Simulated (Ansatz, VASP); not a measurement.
**TaN in VASP and in Ansatz**

File INCAR:

```
PREC = Accurate
ENCUT = 520
EDIFF = 1E-6
ISMEAR = -1
SIGMA = 0.02
LREAL = False
LASPH = True
NELM = 80
ALGO = Normal
ISIF = 2
LWAVE = False
LCHARG = False
GGA = PE
NBANDS = 15
```

Contents of KPOINTS:

```
regular mesh
0
Gamma
  12 12 10
```

Contents of POSCAR:

```
TaN
1.0
    2.9477597236      0.0000000000      0.0000000000
   -1.4738798618      2.5528348050      0.0000000000
    0.0000000000      0.0000000000      2.8925781435
Ta N
1 1
Direct
    0.3333333333      0.6666666667      0.5000000000
    0.0000000000      0.0000000000      0.0000000000
```

Input for Ansatz:

```yaml
crystal:
  lattice:
    - [2.9477597236, 0.0, 0.0]
    - [-1.4738798618, 2.552834805, 0.0]
    - [0.0, 0.0, 2.8925781435]
  atoms:
    - { symbol: Ta, position: [0.3333333333, 0.6666666667, 0.5] }
    - { symbol: "N", position: [0.0, 0.0, 0.0] }
kpoints:
  mp_grid: { grid: [12, 12, 10] }
  band_path:
    path:
      - [0.0, 0.0, 0.0]
      - [0.5, 0.0, 0.0]
      - [0.3333333333, 0.3333333333, 0.0]
      - [0.0, 0.0, 0.0]
      - [0.0, 0.0, 0.5]
      - [0.5, 0.0, 0.5]
      - [0.3333333333, 0.3333333333, 0.5]
      - [0.0, 0.0, 0.5]
      - [0.5, 0.0, 0.5]
    npoints: 5
scf:
  occupations: { method: fermi_dirac, width: 0.02 }
hamiltonian:
  xc: pbe
  pseudopotentials: { kind: all_electron, lapw: { basis_error: 0.0005 } }
output:
  forces: true
  stress: true
  eigenvalues: true
```

Change from the starting cell: volume scaled by 1.01.

Alike in both runs: task single point; functional PBE; k mesh 12 × 12 × 10; occupations fermi-dirac, width 0.02 eV; no spin polarisation.

```csv
,VASP,Ansatz
version,VASP 6.6.1,Ansatz 0.2.0
potentials or method,"VASP PAW PBE potentials, release 64 (Ta_pv, N)","all-electron LAPW, scalar-relativistic"
plane-wave cutoff (eV),520,see its input
```

```csv
,VASP,Ansatz,Ansatz less VASP
pressure (GPa),1.9,1.4,-0.48
largest component of the traceless stress (GPa),0.56,0.46,-0.098
```

Ansatz ran all-electron here, so the differences hold the error of VASP's frozen core and of both bases.

The runs have no spin-orbit coupling, so splittings on Ta are missing.
